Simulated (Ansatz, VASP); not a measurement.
Zn: VASP beside Ansatz

File INCAR:

```
PREC = Accurate
ENCUT = 520
EDIFF = 1E-6
ISMEAR = 0
SIGMA = 0.1
LREAL = F
LASPH = T
NELM = 100
ALGO = Normal
ISIF = 2
LWAVE = F
LCHARG = T
GGA = PE
LELF = T
LVHAR = T
NBANDS = 12
```

KPOINTS

```
regular mesh
0
Gamma
  18 18 18
```

Contents of POSCAR:

```
Zn
1.0
    0.0000000000      1.9838543034      1.9838543034
    1.9838543034      0.0000000000      1.9838543034
    1.9838543034      1.9838543034      0.0000000000
Zn
1
Direct
    0.0000000000      0.0000000000      0.0000000000
```

Input for Ansatz:

```yaml
crystal:
  lattice:
    - [0.0, 1.9838543034, 1.9838543034]
    - [1.9838543034, 0.0, 1.9838543034]
    - [1.9838543034, 1.9838543034, 0.0]
  atoms:
    - { symbol: Zn, position: [0.0, 0.0, 0.0] }
basis:
  ecutwfc: 420
kpoints:
  mp_grid: { grid: [18, 18, 18] }
hamiltonian:
  xc: pbe
scf:
  occupations: { method: gaussian, width: 0.1 }
output:
  forces: true
  stress: true
  eigenvalues: true
```

Alike in both runs: task single point; functional PBE; k mesh 18 × 18 × 18; occupations gaussian, width 0.1 eV; no spin polarisation.

```csv
,VASP,Ansatz
version,VASP 6.6.1,Ansatz 0.2.0
potentials or method,"VASP PAW PBE potentials, release 64 (Zn)","scalar-relativistic, plane waves, PAW"
plane-wave cutoff (eV),520,420
valence electrons in the cell,12,12
```

|  | VASP | Ansatz | Ansatz less VASP |
| --- | --- | --- | --- |
| gap on the k mesh at the Fermi level (eV) | none | none | - |
| pressure (GPa) | -1.5 | -1.9 | -0.35 |

A gap of «none» marks a metal or a gap that the smearing closes.
